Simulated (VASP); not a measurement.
Crystal: Pd.

```
Pd
1.0
     4.59051    0.00000    0.00000
    -2.29525    3.97549    0.00000
     0.00000    0.00000    5.30137
Pd
5
Direct
  0.00000 0.50000 0.66667
  0.50000 0.00000 0.66667
  0.50000 0.50000 0.66667
  0.33333 0.66667 0.32718
  0.66667 0.33333 0.32718
```

The cell was built by a generator and needn't be a form met in nature.

The cell isn't the ideal one: random cell with space group P6mm (No. 183).

* Program: VASP 6.6.1
* Task: relaxation of cell and atoms
* Functional: PBE
* Potentials or basis: VASP PAW PBE potentials, release 64 (Pd)
* Cutoff: 600 eV
* k mesh: 6 × 6 × 4
* Occupations: gaussian, width 0.1 eV
* Spin: no spin polarisation

At the start: pressure 63.9 GPa; volume 19.35 Å³/atom.

Q: How do energy, volume and symmetry change on relaxing?

A: Over 24 steps the energy falls by 1903.5 meV/atom and the volume is 21.02 Å³/atom (+8.7 %); space group P6/mmm (No. 191, to 0.05 Å).

Step by step:
```tsv
step	energy change (eV)	largest force (eV/Å)	pressure (GPa)	volume (Å³)
1	0.0000	12.2670	63.88	96.75
2	0.0400	0.3319	-6.79	249.97
3	-1.2341	0.0869	-8.30	222.06
4	-2.6196	0.1978	-9.56	197.46
5	-6.4306	0.5621	-8.25	141.17
6	-6.9805	0.8871	3.74	117.57
7	-7.0630	0.0829	-2.41	125.48
8	-7.0795	0.2632	-0.97	123.27
9	-7.0794	0.3148	-0.57	122.70
10	-7.6397	0.9239	-3.11	121.99
11	-8.2080	2.0992	-3.89	119.63
12	-7.4403	4.6153	10.69	109.86
13	-8.2321	3.1203	-1.48	117.11
14	-8.4785	2.8040	-2.05	116.25
15	-8.7766	1.3513	0.04	113.08
16	-8.7820	1.5547	-0.43	113.43
17	-8.9579	1.1884	-1.70	113.31
18	-9.3155	0.2921	-4.29	112.64
19	-9.1699	0.7444	-3.87	110.06
20	-9.3962	0.2288	-4.97	111.97
21	-9.4993	0.4060	-0.83	105.98
22	-9.4994	0.4126	-0.60	105.79
23	-9.5136	0.2042	-0.24	105.42
24	-9.5175	0.0228	0.11	105.12
```

Final structure:
```
Pd
1.0
     5.21110    0.00000    0.00000
    -2.60555    4.51294    0.00000
     0.00000    0.00000    4.46994
Pd
5
Direct
  0.00000 0.50000 0.73105
  0.50000 0.00000 0.73105
  0.50000 0.50000 0.73105
  0.33333 0.66667 0.23062
  0.66667 0.33333 0.23062
```
